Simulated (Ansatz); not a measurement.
**Stress against strain in Te**

```
CELL_PARAMETERS angstrom
4.45800 0.00000 0.00000
-2.22900 3.86074 0.00000
0.00000 0.00000 5.92500
ATOMIC_POSITIONS crystal
Te 0.74500 0.00000 0.33333
Te 0.00000 0.74500 0.66667
Te 0.25500 0.25500 0.00000
```

Atoms are numbered in the order listed.

The cell is COD entry 1531230, as deposited and not checked against the literature; nothing was relaxed.

No spin–orbit coupling, which matters for the heavy atoms here.

Theory: DFT, PBE, all-electron LAPW, scalar-relativistic in Ansatz 0.2.0.

Numerical set-up: a Γ-centred 9×9×6 k mesh, Fermi–Dirac smearing of 0.08 eV, basis error target 0.5 meV/atom, no spin polarisation.

The strain is applied along the Cartesian axes of the cell as listed (γ is the engineering shear, twice εxy = εyz = εzx). Fractional coordinates are held (clamped ions).

σ is the change of stress from the unstrained cell, which is at 3.15 GPa; tension is positive, so slopes are stress–strain coefficients at that pressure.

Only quantities that a quadratic follows smoothly over the whole series are listed; rougher ones are left out.

```
      γ  σxy (GPa)  σyz (GPa)
-0.0300       0.18      -1.65
-0.0200       0.12      -1.09
 0.0000       0.00       0.00
 0.0100      -0.06       0.53
 0.0200      -0.13       1.05
 0.0300      -0.21       1.56
```

**Question.** Fit the series and read off the stiffness at zero strain.

**Answer.** Least-squares fits y = p0 + p1 x + p2 x² to the rows give σxy (GPa): p1 = -6.41, p2 = -20; σyz (GPa): p1 = 53.5, p2 = -50.

**Question.** One run, at γ = -0.0100, is withheld. Predict its row.

**Answer.** The fits give 0.06, -0.54; the run gave 0.06, -0.54.
